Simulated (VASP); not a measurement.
**SnO2 under changes of volume**

One of the cells (12.838 Å³/atom); the others are scaled copies at fixed shape and fractional positions:

```
Sn O
1.0
     4.81971    0.00000    0.00000
     0.00000    4.89881    0.00000
     0.00000    0.00000    3.26236
Sn O
2 4
Direct
  0.00000 0.00000 0.00000
  0.50000 0.50000 0.50000
  0.70815 0.67896 0.00000
  0.20814 0.82104 0.50000
  0.79185 0.17896 0.50000
  0.29185 0.32104 0.00000
```

The cell is a database's computed one.

```yaml
Program: VASP 6.6.1
Functional: PBE
Potentials_or_basis: VASP PAW PBE potentials, release 64 (Sn_d, O)
Cutoff: 520 eV
k_mesh: 6 × 6 × 8
Occupations: fermi-dirac, width 0.05 eV
Spin: no spin polarisation
```

| volume (Å³/atom) | energy over the lowest point (meV/atom) | pressure (GPa) | gap on the mesh (eV) | largest force (eV/Å) |
| --- | --- | --- | --- | --- |
| 11.831 | 27.82 | 13.1 | 1.43 | 0.234 |
| 12.083 | 10.83 | 8.2 | 1.20 | 0.152 |
| 12.334 | ? | ? | ? | ? |
| 12.838 | 0.00 | -3.4 | 0.63 | 0.105 |
| 13.090 | 7.35 | -6.4 | 0.47 | 0.158 |
| 13.341 | 19.15 | -9.0 | 0.35 | 0.211 |

Q: What does the run at 12.334 Å³/atom give?

A: Energy over the lowest point 1.06 meV/atom; pressure 3.9 GPa; gap on the mesh 0.99 eV; largest force 0.087 eV/Å.

Worked out: A Birch-Murnaghan fit of order 3 (a polynomial in V^(-2/3)) to the other rows has its minimum at 12.61 Å³/atom with B0 = V·E''(V) = 179 GPa and B' = 4.9 at fixed shape and positions, which overstates the stiffness. It gives 1.08 meV/atom at 12.334 Å³/atom, against the run's 1.06, and -dE/dV = 4.1 GPa, against 3.9. A parabola through the other rows of the gap, of slope -9.82 eV per unit of ln V there, gives 0.99 eV, against the run's 0.99.

Energies are extrapolated to zero smearing.

Caveats: spin-orbit coupling is left out, which moves the levels of the heavy elements.
